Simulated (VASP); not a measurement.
# PtS2 in VASP: one cell, several levels of theory, part 2 of 2

VASP 6.6.1, plane waves, PAW.

**4. PBEsol**

Input file INCAR:

```
ENCUT = 520.000000
SIGMA = 0.010000
EDIFF = 1.00e-07
GGA = PS
PREC = Accurate
IBRION = -1
ISIF = 2
ISMEAR = 0
NBANDS = 18
NELM = 120
NSW = 0
LASPH = .TRUE.
LCHARG = .TRUE.
LELF = .TRUE.
LWAVE = .FALSE.
LREAL = .FALSE.
```

Input file KPOINTS:

```
KPOINTS created by Atomic Simulation Environment
0
Gamma
12 12 6
0 0 0
```

Input file KPOINTS_OPT:

```
special points
8
Reciprocal
0.0000000000 0.0000000000 0.0000000000 1
0.5000000000 0.0000000000 0.0000000000 1
0.3333333333 0.3333333333 0.0000000000 1
0.0000000000 0.0000000000 0.5000000000 1
0.5000000000 0.0000000000 0.5000000000 1
0.3333333333 0.3333333333 0.5000000000 1
0.0000000000 0.1666666667 0.1666666667 1
0.0000000000 0.2500000000 0.3333333333 1
```

Input file POSCAR:

```
Pt S
 1.0000000000000000
     3.5526415791220347    0.0000000000286172   -0.0000000000000000
    -1.7763207895858004    3.0766778580462373    0.0000000000000000
    -0.0000000000000000    0.0000000000000000    5.1227110718046962
 Pt  S
   1   2
Cartesian
 -0.0000000000000000 -0.0000000000000000  0.0000000000000000
 -0.0000000000165222  2.0511185720403642  1.2256597290667541
  1.7763207895527557  1.0255592860344904  3.8970513427379432
```

Potentials: the recommended PBE PAW datasets, 22 valence electrons in the neutral cell.

Command:

```
mpirun -np 1 vasp_std
```

Printed to the terminal (iteration lines stand in OSZICAR):

```text
POSCAR found type information on POSCAR PtS
 POSCAR found :  2 types and       3 ions
 -----------------------------------------------------------------------------
|                                                                             |
|                                                                             |
|     You enforced a specific xc type in the INCAR file but a different       |
|     I HOPE YOU KNOW WHAT YOU ARE DOING!                                     |
|                                                                             |
 -----------------------------------------------------------------------------

 LDA part: xc-table for (Slater+PW92), standard interpolation
 POSCAR, INCAR and KPOINTS ok, starting setup
 FFT: planning ... GRIDC
 FFT: planning ... GRID_SOFT
 FFT: planning ... GRID
 WAVECAR not read
 entering main loop
 Start KPOINTS_OPT (optional k-point list driver)
k-point batch [1-8\8]
```

OSZICAR:

```text
N       E                     dE             d eps       ncg     rms          rms(c)
DAV:   1     0.109772819304E+03    0.10977E+03   -0.10314E+04  3640   0.109E+03
DAV:   2    -0.128000015910E+02   -0.12257E+03   -0.11860E+03  4386   0.219E+02
DAV:   3    -0.182859142054E+02   -0.54859E+01   -0.54441E+01  4552   0.467E+01
DAV:   4    -0.183441242252E+02   -0.58210E-01   -0.58176E-01  4660   0.532E+00
DAV:   5    -0.183450184731E+02   -0.89425E-03   -0.89418E-03  4564   0.649E-01    0.181E+01
DAV:   6    -0.172641740307E+02    0.10808E+01   -0.60686E+00  3746   0.240E+01    0.116E+01
DAV:   7    -0.170168440462E+02    0.24733E+00   -0.11570E+00  3718   0.109E+01    0.555E+00
DAV:   8    -0.169915069645E+02    0.25337E-01   -0.72235E-02  3970   0.184E+00    0.114E+00
DAV:   9    -0.169877714722E+02    0.37355E-02   -0.85766E-03  4166   0.935E-01    0.251E-01
DAV:  10    -0.169878571659E+02   -0.85694E-04   -0.15700E-03  4258   0.249E-01    0.831E-02
DAV:  11    -0.169878734562E+02   -0.16290E-04   -0.60146E-05  4736   0.661E-02    0.470E-02
DAV:  12    -0.169878732089E+02    0.24736E-06   -0.67317E-06  4162   0.240E-02    0.141E-02
DAV:  13    -0.169878737416E+02   -0.53276E-06   -0.16721E-06  4390   0.906E-03    0.373E-03
DAV:  14    -0.169878737985E+02   -0.56812E-07   -0.95133E-08  3266   0.243E-03
   1 F= -.16987874E+02 E0= -.16987874E+02  d E =-.884506E-41
       N       E                     dE             ncg
DAV:   1     0.465870313994E+04   -0.30232E+04      296
DAV:   2     0.368413263482E+04   -0.97457E+03      344
DAV:   3     0.364485300760E+04   -0.39280E+02      370
DAV:   4     0.364446919093E+04   -0.38382E+00      344
DAV:   5     0.364446146764E+04   -0.77233E-02      376
DAV:   6     0.364446124401E+04   -0.22363E-03      368
DAV:   7     0.364446123606E+04   -0.79496E-05      372
DAV:   8     0.364446123574E+04   -0.31592E-06      360
DAV:   9     0.364446123573E+04   -0.10744E-07      250
```

From OUTCAR:

```text
k-points           NKPTS =    100   k-points in BZ     NKDIM =    100   number of bands    NBANDS=     18

   NELECT =      22.0000    total number of electrons

   dimension x,y,z NGX =    28 NGY =   28 NGZ =   40
   dimension x,y,z NGXF=    56 NGYF=   56 NGZF=   80

  energy-cutoff  :      520.00
  volume of cell :       55.99
      direct lattice vectors                 reciprocal lattice vectors
     3.552641579  0.000000000  0.000000000     0.281480689  0.162512952  0.000000000
    -1.776320790  3.076677858  0.000000000    -0.000000000  0.325025903  0.000000000
     0.000000000  0.000000000  5.122711072     0.000000000  0.000000000  0.195209136

 k-points in reciprocal lattice and weights: KPOINTS created by Atomic Simulation Env
   0.00000000  0.00000000  0.00000000       0.001
   0.08333333 -0.00000000  0.00000000       0.007
   0.16666667  0.00000000  0.00000000       0.007
   0.25000000 -0.00000000  0.00000000       0.007
   0.33333333  0.00000000  0.00000000       0.007
   0.41666667  0.00000000  0.00000000       0.007
   0.50000000 -0.00000000  0.00000000       0.003
   0.08333333  0.08333333  0.00000000       0.007
[... 92 more k-points ...]

 E-fermi :   6.4683

 k-point     1 :       0.0000    0.0000    0.0000
  band No.  band energies     occupation
      1      -8.7903      2.00000
      2      -5.9383      2.00000
      3      -0.4899      2.00000
      4      -0.1381      2.00000
      5      -0.1381      2.00000
      6       2.6177      2.00000
      7       2.6177      2.00000
      8       4.3647      2.00000
      9       5.3328      2.00000
     10       5.3328      2.00000
     11       6.3459      2.00000
     12       8.4725      0.00000
     13       8.4725      0.00000
     14      10.9838      0.00000
     15      11.6253      0.00000
     16      14.3613      0.00000
     17      14.3613      0.00000
     18      18.6574      0.00000

 k-point     2 :       0.0833   -0.0000    0.0000
  band No.  band energies     occupation
      1      -8.7015      2.00000
      2      -5.9789      2.00000
      3      -0.3961      2.00000
      4      -0.0815      2.00000
      5      -0.0812      2.00000
      6       2.4860      2.00000
      7       2.5479      2.00000
      8       4.1499      2.00000
      9       5.2451      2.00000
     10       5.3418      2.00000
     11       6.3318      2.00000
     12       8.1588      0.00000
     13       8.4183      0.00000
     14      11.4882      0.00000
     15      11.9989      0.00000
     16      14.1275      0.00000
     17      14.6437      0.00000
     18      17.6804      0.00000

 k-point     3 :       0.1667    0.0000    0.0000
  band No.  band energies     occupation
      1      -8.4446      2.00000
      2      -6.0886      2.00000
      3      -0.1457      2.00000
      4       0.0718      2.00000
      5       0.1036      2.00000
      6       2.0399      2.00000
      7       2.4020      2.00000
      8       3.6925      2.00000
      9       5.0883      2.00000
     10       5.2722      2.00000
     11       6.0593      2.00000
     12       7.8648      0.00000
     13       8.3644      0.00000
     14      12.1685      0.00000
     15      12.8010      0.00000
     16      14.0347      0.00000
     17      15.3286      0.00000
     18      16.2282      0.00000

 k-point     4 :       0.2500   -0.0000    0.0000
  band No.  band energies     occupation
      1      -8.0510      2.00000
      2      -6.2378      2.00000
      3       0.0920      2.00000
      4       0.2693      2.00000
      5       0.5042      2.00000
      6       1.3198      2.00000
      7       2.3151      2.00000
      8       3.3571      2.00000
      9       4.8297      2.00000
     10       4.9855      2.00000
     11       5.4481      2.00000
     12       7.9047      0.00000
     13       8.4564      0.00000
     14      11.9333      0.00000
     15      13.6290      0.00000
     16      14.7134      0.00000
     17      15.2703      0.00000
     18      15.6022      0.00000

[... the tables of k-points 5 to 100 left out ...]

  Total       -0.4936249     -0.4936249     -0.7519248     -0.0000000     -0.0000000      0.0000000
  in kB      -14.1245421    -14.1245421    -21.5155134     -0.0000000     -0.0000000      0.0000000
  external PRESSURE =     -16.5881992 kB  Pullay stress =       0.0000000 kB

 POSITION                                       TOTAL-FORCE (eV/Angst)
 -----------------------------------------------------------------------------------
      0.00000      0.00000      0.00000         0.000000      0.000000      0.000000
     -0.00000      2.05112      1.22566         0.000000     -0.000000     -0.231286
      1.77632      1.02556      3.89705        -0.000000      0.000000      0.231286
 -----------------------------------------------------------------------------------
    total drift:                               -0.000000      0.000000     -0.000000

  FREE ENERGIE OF THE ION-ELECTRON SYSTEM (eV)
  ---------------------------------------------------
  free  energy   TOTEN  =       -16.9878737985 eV

  energy  without entropy=      -16.9878737985  energy(sigma->0) =      -16.98787380
```

Hardware: 1 MPI rank of Intel Xeon 6975P-C, shared host.

The levels at the points of KPOINTS_OPT are read from vasprun.xml.

Band energies at the special points (eV, zero at the top of v, the last band that the electrons fill by count):

```csv
point,v−1,v,c,c+1
Γ,-1.04,-0.03,2.10,2.10
M,-2.95,-2.44,1.50,2.55
K,-1.39,-1.39,0.76,0.76
A,-1.28,-1.13,2.62,2.62
L,-2.69,-1.44,1.72,2.18
H,-1.88,-1.88,2.06,2.06
```

Gap with PBEsol: 0.64 eV, valence top at (0.00, 0.17, 0.17), conduction bottom at (0.00, 0.25, 0.33). Least direct gap: 0.92 eV. Pressure: -1.66 GPa, and the largest force is 0.231 eV/Å, on atom 2 (S).

Density in a lattice plane of the grid's cell (edges 3.55 and 5.12 Å, at 0.333 of the third edge), which holds S.

Values in e/Å³, 12 rows by 8 columns:
```
0.39 0.47 0.44 0.40 0.59 0.76 0.73 0.51
0.36 0.25 0.27 0.49 1.06 0.79 0.96 0.86
0.30 0.13 0.16 0.46 1.10 0.21 0.61 0.91
0.18 0.07 0.09 0.29 0.89 1.13 1.12 0.66
0.09 0.04 0.05 0.13 0.37 0.66 0.59 0.27
0.06 0.05 0.05 0.06 0.11 0.16 0.14 0.09
0.09 0.13 0.12 0.07 0.05 0.05 0.05 0.05
0.18 0.30 0.27 0.14 0.05 0.03 0.04 0.08
0.30 0.51 0.45 0.22 0.08 0.04 0.04 0.11
0.36 0.61 0.55 0.28 0.10 0.05 0.06 0.14
0.39 0.61 0.56 0.30 0.14 0.09 0.10 0.18
0.41 0.64 0.57 0.34 0.25 0.24 0.24 0.26
```
Columns run along the first of these edges and rows up along the second, over one cell in 8 and 12 even steps from the bottom left corner. Atoms in the plane (fractional): S at (0.67, 0.76).

ELF in the same plane.

Values, 12 rows by 8 columns:
```
0.31 0.36 0.33 0.40 0.70 0.70 0.71 0.62
0.48 0.26 0.28 0.65 0.82 0.53 0.64 0.81
0.56 0.16 0.24 0.71 0.81 0.42 0.57 0.82
0.49 0.07 0.15 0.67 0.88 0.87 0.88 0.85
0.21 0.03 0.05 0.41 0.86 0.94 0.92 0.77
0.05 0.07 0.06 0.07 0.35 0.71 0.63 0.20
0.21 0.48 0.41 0.13 0.04 0.07 0.06 0.05
0.49 0.70 0.66 0.35 0.06 0.02 0.02 0.12
0.56 0.76 0.72 0.43 0.10 0.02 0.03 0.19
0.48 0.68 0.63 0.38 0.11 0.03 0.04 0.18
0.31 0.42 0.39 0.26 0.12 0.07 0.08 0.16
0.27 0.36 0.34 0.25 0.27 0.35 0.33 0.25
```
Columns run along the first of these edges and rows up along the second, over one cell in 8 and 12 even steps from the bottom left corner. Atoms in the plane (fractional): S at (0.67, 0.76).

Both are smooth fields of the valence electrons: close to the nuclei they are not physical.

Outside the cores ELF peaks at 0.94 beside S, off the lines to its neighbours, 0.7 Å from S; 0.88 in the shell around S, 0.7 Å from S.

**5. What came out**

What follows sums up all 2 parts.

| level | gap (eV) | pressure (GPa) | largest force (eV/Å) | Ansatz: gap (eV) | Ansatz: pressure (GPa) | Ansatz: force (eV/Å) |
| --- | --- | --- | --- | --- | --- | --- |
| PBE | 0.71 | 3.19 | 0.026 | 0.71 | 3.65 | 0.066 |
| LDA | 0.60 | -4.08 | 0.339 | 0.60 | -4.03 | 0.341 |
| PBEsol | 0.64 | -1.66 | 0.231 | 0.64 | -1.38 | 0.208 |

In words: The gap spans 0.60 eV (LDA) to 0.71 eV (PBE). Spin-orbit coupling is left out, though the cell holds Pt (Z = 78); in an element this heavy it can shift bands and gaps by tenths of an eV. At this one volume the pressure spans -4.1 GPa (LDA) to 3.2 GPa (PBE): PBE wants the largest cell and LDA the smallest. Forces up to 0.34 eV/Å (LDA) show atoms off their equilibrium places at that level; the least is 0.026 eV/Å (PBE). The two programs agree on the gap within 0.02 eV, far less than the spread between functionals. The two codes have different PAW datasets and cutoffs. VASP's cell holds 22 valence electrons and Ansatz's 30. LDA means the Perdew–Zunger form in VASP and the Perdew–Wang form in Ansatz.
